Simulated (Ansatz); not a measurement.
# C (P6_3/mmc) in Ansatz: a series of runs

The runs below take C through single point, with PBE.

The COD entry that gives the cell may itself be a prediction, so a difference from it is no test against experiment.

Everything below comes from runs of Ansatz 0.2.0. Logs are shortened: lines on timing, memory, paths and dates and some standing lists are left out, and cuts for length are marked.

## (1) Starting point

The structure is hexagonal, space group P6_3/mmc (No. 194). The conventional cell has a = 2.522 Å, b = 2.522 Å, c = 12.356 Å, α = 90.00°, β = 90.00°, γ = 120.00°. C (site symmetry 3m) has 4 C at 1.54 Å as nearest neighbours. Around C (site symmetry 3m) lie 4 C at 1.54 Å. Around C (site symmetry 3m) lie 4 C at 1.54 Å.

This is a hexagonal form of diamond, not graphite.

## (2) Single point, PBE

input.yaml

```yaml
crystal:
  lattice:
    - [2.5221, 0.0, 0.0]
    - [-1.26105, 2.1842026709, 0.0]
    - [0.0, 0.0, 12.3557]
  atoms:
    - { symbol: C, position: [0.6666666667, 0.3333333333, 0.35417] }
    - { symbol: C, position: [0.3333333333, 0.6666666667, 0.85417] }
    - { symbol: C, position: [0.6666666667, 0.3333333333, 0.14583] }
    - { symbol: C, position: [0.3333333333, 0.6666666667, 0.64583] }
    - { symbol: C, position: [0.6666666667, 0.3333333333, 0.47917] }
    - { symbol: C, position: [0.3333333333, 0.6666666667, 0.97917] }
    - { symbol: C, position: [0.6666666667, 0.3333333333, 0.02083] }
    - { symbol: C, position: [0.3333333333, 0.6666666667, 0.52083] }
    - { symbol: C, position: [0.0, 0.0, 0.8125] }
    - { symbol: C, position: [0.0, 0.0, 0.3125] }
    - { symbol: C, position: [0.0, 0.0, 0.6875] }
    - { symbol: C, position: [0.0, 0.0, 0.1875] }
hamiltonian:
  xc: pbe
  pseudopotentials: { kind: paw }
kpoints:
  mp_grid: { grid: [12, 12, 3] }
scf:
  occupations: { method: gaussian, width: 0.013 }
output:
  forces: true
  stress: true
  eigenvalues: true
  write_density: true
  write_potential: true
  elf: true
  volumetric_format: npy
```

Potentials or basis: Ansatz PAW.

Run with:

```console
ansatz run input.yaml --threads 4 --pin off --max-ram 11264MiB --backend cpu --events-out ev --progress --plain --runs-dir out
```

What it wrote:

```text
Warning: RAYON_NUM_THREADS=4 ignored (pool sized by the plan → 4); use --threads N
Engine: ansatz 0.2.0, aarch64-unknown-linux-gnu
Pseudopotentials: kind: paw
Pseudopotential: C, paw, valence charge 4, recommended cutoff 420 eV (normal), C.paw.azcp
Functional definition: PBE
  parameter kappa = 0.804
  parameter beta = 0.06672455060314922
  exchange = pbe_x(kappa = kappa, mu = beta*pi^2/3)
  correlation = pbe_c(beta = beta)
Crystal: 12 atoms, lattice volume = 68.065 Å³
Basis set: ecut = 420 eV, 1355 PW (Γ), exchange–correlation on 36×36×180 points (8 copies of the dense FFT grid, shifted against one another)
Bands: 36, of which v1, the nominal top of the filled ones, is band 24 counted from 1 (23 counted from 0)
Symmetry: 24 space group operations
Space group: P63/mmc (ITA 194), of the structure as read, at distance tolerance 4.1e-5 Å
k-points: 38 of 432
Non-local potential: C, projectors of the file, l = 0: 2, l = 1: 2, l = 2: 1
PAW form: soft (Blöchl's): semilocal exchange-correlation on the pseudo side does not see the compensation charge
PAW one-centre angular grid: C, 110 points (default); XC on 64 Gauss nodes
Initial density: superposition of atomic densities (neutral atoms: chi_scale 0, normalization atom), corrected by the library's trained network
Initial wavefunctions: pseudopotential atomic-orbital guess
Functional: x = pbe(κ = 0.804, μ = 0.2195149727645171), c = pbe(β = 0.06672455060314922)
SCF iter   1: F=—  HF=-3009.604135 eV  |F-HF|=—  |Δ(HF+E_count)|=         —  Δρ=3.07e-3  dr2=3.71e-3  ethr=1.77e-3  ⟨swp⟩=6.3  Hψ=6375  notcnv=0  defer=33
preconditioner: auto → none  [insulator: Δε(μ)=4.396 eV  Ē_g=17.041 eV  σ=0.013 eV  W_gap=1.00  n_scr=10 (ndim 8)  ℏωp=31.2 eV  f_vac=0.000  D(μ)=0.00/eV (n_scr^D=0)  ε∞_Penn≈4.3]
SCF iter   2: F=—  HF=-3009.603842 eV  |F-HF|=—  |Δ(HF+E_count)|=   2.92e-4  Δρ=1.39e-3  dr2=4.16e-4  ethr=7.73e-6  ⟨swp⟩=2.1  Hψ=2760  notcnv=0  defer=216
SCF iter   3: F=—  HF=-3009.604080 eV  |F-HF|=—  |Δ(HF+E_count)|=   2.37e-4  Δρ=4.25e-4  dr2=3.92e-5  ethr=8.67e-7  ⟨swp⟩=2.7  Hψ=2065  notcnv=0  defer=216
SCF iter   4: F=—  HF=-3009.604100 eV  |F-HF|=—  |Δ(HF+E_count)|=   2.08e-5  Δρ=5.76e-5  dr2=6.47e-7  ethr=8.17e-8  ⟨swp⟩=2.5  Hψ=2045  notcnv=0  defer=216
iter 5 did not close the SCF: its close was put off for the readings that it lacked (scf_convergence_deferred on its scf_iter line)
SCF iter   5: F=-3009.604101 eV  HF=-3009.604101 eV  |F-HF|=4.47e-9  |Δ(HF+E_count)|=   9.61e-7  Δρ=4.48e-6  dr2=6.16e-9  ethr=1.35e-9  ⟨swp⟩=2.0  Hψ=2005  notcnv=0  defer=216
SCF iter   6: F=-3009.604101 eV  HF=-3009.604101 eV  |F-HF|=4.02e-10  |Δ(HF+E_count)|=   5.33e-9  Δρ=8.99e-7  dr2=2.43e-10  ethr=1.28e-11  ⟨swp⟩=11.4  Hψ=8489  notcnv=0
SCF 1 converged in 6 iterations: F = -3009.604101 eV  dr2 = 2.43e-10
SCF converged after 6 iterations
Free energy (F): -3009.604101 eV
Harris-Foulkes:  -3009.604101 eV  (|F-HF|=4.02e-10)
Internal energy: -3009.604101 eV  (E = F + TS)
E sigma→0 (E₀):  -3009.604101 eV
Fermi energy:    15.601288 eV
--- Per-component energies (eV) ---
  E_band       = 208.175736
  E_kinetic    = 1107.162491
  E_local      = -736.279029  (includes V_loc(G=0)·N_el)
  E_nonlocal   = 319.991738
  E_hartree    = 161.513619
  E_xc         = -584.640020
  E_vxc        = -725.813849  (∫ρ·V_xc dr)
  E_paw        = -1190.630568  (= ΣΔE_a)
  E_vpaw       = -79.912876  (= ΣTr[D̂ρ^β])
  E_aug_tail   = 0.000106  (compensation charges beyond the density's cutoff)
  E_ewald      = -2086.722438
  E_smearing   = -0.000000  (= −TS)
  E_closure    = 0.000000  (closes the sum)
  Σ components = -3009.604101   (vs F -3009.604101, Δ=0.00e0)
--- Forces (eV/Å), atoms counted from 1 ---
  atom   1  C      0.00000000    -0.00000000     0.31038936
  atom   2  C      0.00000000     0.00000000     0.31038936
  atom   3  C      0.00000000    -0.00000000    -0.31038936
  atom   4  C      0.00000000     0.00000000    -0.31038936
  atom   5  C      0.00000000     0.00000000    -0.02687217
  atom   6  C      0.00000000    -0.00000000    -0.02687217
  atom   7  C     -0.00000000     0.00000000     0.02687217
  atom   8  C      0.00000000    -0.00000000     0.02687217
  atom   9  C      0.00000000    -0.00000000     0.33057352
  atom  10  C      0.00000000     0.00000000     0.33057352
  atom  11  C      0.00000000    -0.00000000    -0.33057352
  atom  12  C      0.00000000     0.00000000    -0.33057352
  max |Σ_I F_I| component: 1.30e-16 eV/Å
--- Stress (GPa, compression-positive) ---
       -0.647416       0.000000       0.000000
       -0.000000      -0.647416       0.000000
        0.000000       0.000000       7.531175
  P = ⅓ Tr σ = 2.0788 GPa (20.788 kbar)
--- Band table (eV; the first three rows and the last of 38) ---
  k-point 0: bands = ["-8.1721", "-7.4269", "-7.3817", "-5.1621", "-5.1394", "-2.3718", "-0.0761", "3.9327", "3.9758", "9.5362", "9.6118", "10.4420", "10.4420", "10.8914", "10.8914", "11.0472", "11.0472", "12.2776", "12.2776", "12.4202", "12.4202", "13.2570", "13.4076", "13.4076", "18.7129", "18.7129", "19.0775", "19.7852", "19.7852", "20.2937", "20.2937", "20.3744", "20.9199", "21.3216", "21.3417", "21.3417"]
  k-point 1: bands = ["-8.0865", "-7.8304", "-6.8114", "-6.0574", "-4.1142", "-3.0291", "0.7229", "2.2288", "5.7956", "7.6926", "10.5007", "10.5007", "10.6729", "10.6729", "11.3185", "11.3658", "11.3658", "11.8284", "11.8284", "12.6912", "12.8600", "12.8600", "13.2526", "13.2526", "18.8990", "18.8990", "19.3654", "19.3654", "19.3862", "19.9932", "20.7023", "20.7023", "21.1080", "21.1532", "21.1532", "21.2727"]
  k-point 2: bands = ["-8.0014", "-7.2577", "-7.2120", "-4.9978", "-4.9744", "-2.2201", "0.0808", "4.0536", "4.0976", "9.5208", "9.5816", "9.6002", "10.0620", "10.0882", "10.2224", "10.5648", "10.6841", "11.5217", "11.6894", "12.0203", "12.1252", "12.6993", "12.9907", "13.1478", "18.8056", "19.1048", "19.3466", "19.7106", "20.1472", "20.2311", "20.6611", "20.8205", "21.2865", "21.4573", "21.8279", "21.8972"]
  k-point 37: bands = ["-0.9562", "-0.9562", "-0.7331", "-0.6694", "-0.4325", "-0.4325", "1.5526", "1.5526", "1.7530", "2.1198", "2.5445", "2.5445", "3.9157", "3.9157", "4.3326", "5.0616", "5.3104", "5.3104", "7.4941", "7.4941", "7.7681", "8.3603", "8.7031", "8.7031", "19.1850", "19.1850", "20.0684", "21.1083", "21.8739", "21.8739", "24.4738", "24.5870", "24.5870", "25.7214", "25.7214", "25.7545"]
```

Wall time 1.9 s (4 threads of Arm Neoverse V1, shared host); peak memory 0.4 GiB.

What came out:

| Item | Value |
| --- | --- |
| Free energy | -3009.6041 eV |
| Pressure | 2.1 GPa |
| Largest force | 0.331 eV/Å |
| Band gap on the k mesh | 4.39 eV, indirect (least direct gap 5.31 eV) |

Forces in eV/Å, atoms in the order of the input:
```
C    0.000  0.000  0.310
C    0.000  0.000  0.310
C    0.000  0.000 -0.310
C    0.000  0.000 -0.310
C    0.000  0.000 -0.027
C    0.000  0.000 -0.027
C    0.000  0.000  0.027
C    0.000  0.000  0.027
C    0.000  0.000  0.331
C    0.000  0.000  0.331
C    0.000  0.000 -0.331
C    0.000  0.000 -0.331
```

Levels at points of the mesh, in eV from the valence-band top:
| k point | band 20 | band 21 | band 22 | band 23 | band 24 | band 25 | band 26 | band 27 | band 28 | band 29 |
| --- | --- | --- | --- | --- | --- | --- | --- | --- | --- | --- |
| (0.00, 0.00, 0.00) | -0.99 | -0.99 | -0.15 | 0.00 | 0.00 | 5.31 | 5.31 | 5.67 | 6.38 | 6.38 |
| (0.00, -0.50, 0.00) | -4.32 | -4.06 | -4.06 | -3.64 | -2.89 | 4.53 | 5.10 | 5.27 | 5.62 | 6.84 |

Caveat: odd divisions of the mesh miss points on the zone boundary, where band edges often lie, so the gap on the mesh can be too wide; the pressure holds a Pulay correction of +1.0 GPa for the finite cutoff.

## (3) Single point, PBE

input.yaml, as its differences from that of step 2:

```diff
@@ -24,3 +24,3 @@
 scf:
-  occupations: { method: gaussian, width: 0.013 }
+  occupations: { method: gaussian, width: 0.014 }
 output:
@@ -29,5 +29 @@
   eigenvalues: true
-  write_density: true
-  write_potential: true
-  elf: true
-  volumetric_format: npy
```

Potentials or basis: Ansatz PAW.

Run with:

```console
ansatz run input.yaml --threads 4 --pin off --max-ram 11264MiB --backend cpu --events-out ev --progress --plain --runs-dir out
```

Run time: 1.4 s. Hardware: 4 threads of Arm Neoverse V1, shared host; peak memory 0.39 GiB.

It converged, with:

```
Free energy            : -3009.6041 eV
Pressure               : 2.1 GPa
Largest force          : 0.331 eV/Å
Band gap on the k mesh : 4.39 eV, indirect (least direct gap 5.31 eV)
```

Forces in eV/Å, atoms in the order of the input:
```
C    0.000  0.000  0.310
C    0.000  0.000  0.310
C    0.000  0.000 -0.310
C    0.000  0.000 -0.310
C    0.000  0.000 -0.027
C    0.000  0.000 -0.027
C    0.000  0.000  0.027
C    0.000  0.000  0.027
C    0.000  0.000  0.331
C    0.000  0.000  0.331
C    0.000  0.000 -0.331
C    0.000  0.000 -0.331
```

Stress tensor (GPa, compression positive):
```
-0.65  0.00  0.00
 0.00 -0.65  0.00
 0.00  0.00  7.53
```

Levels at points of the mesh, in eV from the valence-band top:
| k point | band 20 | band 21 | band 22 | band 23 | band 24 | band 25 | band 26 | band 27 | band 28 | band 29 |
| --- | --- | --- | --- | --- | --- | --- | --- | --- | --- | --- |
| (0.00, 0.00, 0.00) | -0.99 | -0.99 | -0.15 | 0.00 | 0.00 | 5.31 | 5.31 | 5.67 | 6.38 | 6.38 |
| (0.00, -0.50, 0.00) | -4.32 | -4.06 | -4.06 | -3.64 | -2.89 | 4.53 | 5.10 | 5.27 | 5.62 | 6.84 |

Caveat: odd divisions of the mesh miss points on the zone boundary, where band edges often lie, so the gap on the mesh can be too wide; the pressure holds a Pulay correction of +1.0 GPa for the finite cutoff. A k mesh can miss the band edges.
